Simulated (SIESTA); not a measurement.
Input of a SIESTA 5.4.2 run:

Contents of run.py:

```python
from ase import Atoms
from ase.calculators.siesta import Siesta
from ase.units import Ry, GPa

atoms = Atoms(
    ['Pb', 'Te'],
    cell=[
        [0.0, 3.231, 3.231],
        [3.231, 0.0, 3.231],
        [3.231, 3.231, 0.0],
    ],
    scaled_positions=[
        [-0.006853, 0.000572, -0.005685],
        [0.527949, 0.469095, 0.520816],
    ],
    pbc=True,
)

fdf = {
    'SCFMustConverge': False,
    'XC.Mix': ['2', 'GGA LIBXC-00-GGA_X_XPBE 1.0 0.0', 'GGA LIBXC-00-GGA_C_XPBE 0.0 1.0'],
    'OccupationFunction': 'FD',
    'ElectronicTemperature': '0.05 eV',
    'MaxSCFIterations': '120',
    'SCF.Mixer.Method': 'Pulay',
    'SCF.Mixer.Weight': '0.25',
    'SCF.Mixer.History': '8',
    'SCF.DM.Tolerance': '5.0e-05',
    'SCF.H.Tolerance': '1.0e-03 eV',
    'WriteForces': 'true',
    'Charge.Mulliken': 'end',
    'ProjectedDensityOfStates': ['EF -25.0 5.0 0.1 201 eV'],
    'PDOS.kgrid.MonkhorstPack': [' 11   0   0  0.0', '  0  11   0  0.0', '  0   0  11  0.0'],
}
calc = Siesta(
    label="TePb",
    command="siesta < PREFIX.fdf > PREFIX.out",
    pseudo_path="pseudos",
    pseudo_qualifier="",
    xc=('GGA', 'PBE'),
    basis_set="TZP",
    mesh_cutoff=500 * Ry,
    energy_shift=0.002 * Ry,
    kpts=[7, 7, 7],
    spin="non-polarized",
    fdf_arguments=fdf,
)
atoms.calc = calc

print(f"energy = {atoms.get_potential_energy():.6f} eV")
free = atoms.get_potential_energy(force_consistent=True)
print(f"free energy = {free:.6f} eV")
print("forces (eV/A):")
print(atoms.get_forces(apply_constraint=False).round(6))
print("stress (GPa, Voigt order, tension positive):", (atoms.get_stress() / GPa).round(4))
```

Potentials or basis: SPMS 1.0 NC or PseudoDojo by element (PBE files), TZP (energy shift 0.002 Ry).

Run with:

```console
$ python run.py
```

**Question.** Estimate the pressure.

**Answer.** 5.0 GPa.

**Question.** Estimate the largest force.

**Answer.** 0.413 eV/Å.

**Question.** Predict the band gap on the k mesh.

**Answer.** 1.21 eV, direct.

States per cell in windows of 1 eV (zero at the valence-band top; states under -8 eV left out):
```csv
from (eV),total,Te_p,Pb_p,Te_d,Pb_s,Te_s,Pb_d
-8.0,1.08,0.07,0.04,0.05,0.77,0.13,0.02
-7.0,0.24,0.02,0.00,0.00,0.15,0.06,0.00
-6.0,0.03,0.00,0.00,0.00,0.02,0.01,0.00
-5.0,0.09,0.04,0.04,0.00,0.00,0.00,0.00
-4.0,0.87,0.47,0.39,0.03,0.01,0.00,0.04
-3.0,1.70,1.04,0.60,0.06,0.02,0.01,0.03
-2.0,1.69,1.19,0.38,0.06,0.04,0.01,0.02
-1.0,1.63,1.27,0.17,0.04,0.11,0.01,0.04
0.0,0.02,0.02,0.00,0.00,0.00,0.00,0.00
1.0,0.76,0.05,0.50,0.19,0.00,0.03,0.00
2.0,1.53,0.22,0.95,0.32,0.01,0.03,0.01
3.0,1.39,0.28,0.74,0.33,0.01,0.01,0.01
4.0,1.36,0.30,0.62,0.40,0.01,0.00,0.03
```

Caveat: semicore shells carry a single zeta, which can move pressures by several GPa and volumes by a few percent; the potentials were made for another functional, which shifts forces and pressure; spin-orbit coupling is left out, which as a rule narrows the gap of such compounds by several tenths of an eV; an odd mesh through Γ misses points on the zone boundary, where band edges often lie; the basis of atomic orbitals isn't converged, which shifts pressures, moduli and gaps.
